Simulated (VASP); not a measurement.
Wanted: the native input for a VASP 6.6.1 run.

```
Task                   : single point
Functional             : PBE
Dispersion             : D3(BJ)
Potentials or basis    : VASP PAW PBE potentials, release 64 (Si, H, C)
Cutoff                 : 520 eV
k mesh                 : 3 × 3 × 1
Occupations            : gaussian, width 0.05 eV
Spin                   : no spin polarisation
Dipole correction      : yes
Further INCAR settings : LREAL = Auto; ALGO = Fast; EDIFF = 1e-06; NBANDS = 83
```

The structure of Si12H6C lies in POSCAR:

```
Si12H6C
1.0
    7.6805938572      0.0000000000      0.0000000000
    0.0000000000      7.6805938572      0.0000000000
    0.0000000000      0.0000000000     22.8087500000
Si H C
24 12 2
Direct
    0.0950640638      0.0000000000      0.6558338357
    0.0989506820      0.5000000000      0.6404888475
    0.4049359362      0.0000000000      0.6558338357
    0.4010493180      0.5000000000      0.6711788239
    0.0000000000      0.2500000000      0.6072669480
    0.0000000000      0.7500000000      0.6072669480
    0.5000000000      0.2500000000      0.6072669480
    0.5000000000      0.7500000000      0.6072669480
    0.2500000000      0.2500000000      0.5477393544
    0.2500000000      0.7500000000      0.5477393544
    0.7500000000      0.2500000000      0.5477393544
    0.7500000000      0.7500000000      0.5477393544
    0.2500000000      0.0000000000      0.4882117608
    0.2500000000      0.5000000000      0.4882117608
    0.7500000000      0.0000000000      0.4882117608
    0.7500000000      0.5000000000      0.4882117608
    0.0000000000      0.0000000000      0.4286841673
    0.0000000000      0.5000000000      0.4286841673
    0.5000000000      0.0000000000      0.4286841673
    0.5000000000      0.5000000000      0.4286841673
    0.0000000000      0.2500000000      0.3691565737
    0.0000000000      0.7500000000      0.3691565737
    0.5000000000      0.2500000000      0.3691565737
    0.5000000000      0.7500000000      0.3691565737
   -0.1510299882      0.2500000000      0.3288211761
    0.1510299882      0.2500000000      0.3288211761
   -0.1510299882      0.7500000000      0.3288211761
    0.1510299882      0.7500000000      0.3288211761
    0.3489700118      0.2500000000      0.3288211761
    0.6510299882      0.2500000000      0.3288211761
    0.3489700118      0.7500000000      0.3288211761
    0.6510299882      0.7500000000      0.3288211761
    0.0963660464      0.0989506820      0.7557954732
    0.0963660464     -0.1301982657      0.7557954732
    0.4036339536      0.1301982657      0.7557954732
    0.4036339536     -0.0989506820      0.7557954732
    0.1484453527     -0.0156237919      0.7338740615
    0.3515546473      0.0156237919      0.7338740615
```

The cell was built by a generator and needn't be a form met in nature.

The input as run:

INCAR

```
SYSTEM = Si12H6C
PREC = Accurate
ENCUT = 520
EDIFF = 1E-6
ISMEAR = 0
SIGMA = 0.05
LREAL = Auto
LASPH = .TRUE.
NELM = 100
ALGO = Fast
ISIF = 2
LWAVE = .FALSE.
LCHARG = .FALSE.
LDIPOL = .TRUE.
IDIPOL = 3
DIPOL = 0.5 0.5 0.513
GGA = PE
IVDW = 12
NBANDS = 83
```

KPOINTS

```
regular mesh
0
G
  3 3 1
  0 0 0
```

Potentials or basis: VASP PAW PBE potentials, release 64 (Si, H, C).

The run is started by

```sh
$ cat potpaw_PBE.64/Si/POTCAR potpaw_PBE.64/H/POTCAR potpaw_PBE.64/C/POTCAR > POTCAR
$ mpirun -np 1 vasp_std > vasp.out
```

Results of the run:

```
Largest force              : 2.149 eV/Å
Band gap on the k mesh     : 0.18 eV, indirect (least direct gap 0.44 eV)
Dispersion energy per atom : -0.173 eV
```

Wall time 15 min on 1 thread of Intel(R) Xeon(R) 6975P-C (Granite Rapids) (shared host), peak memory 1.4 GiB.
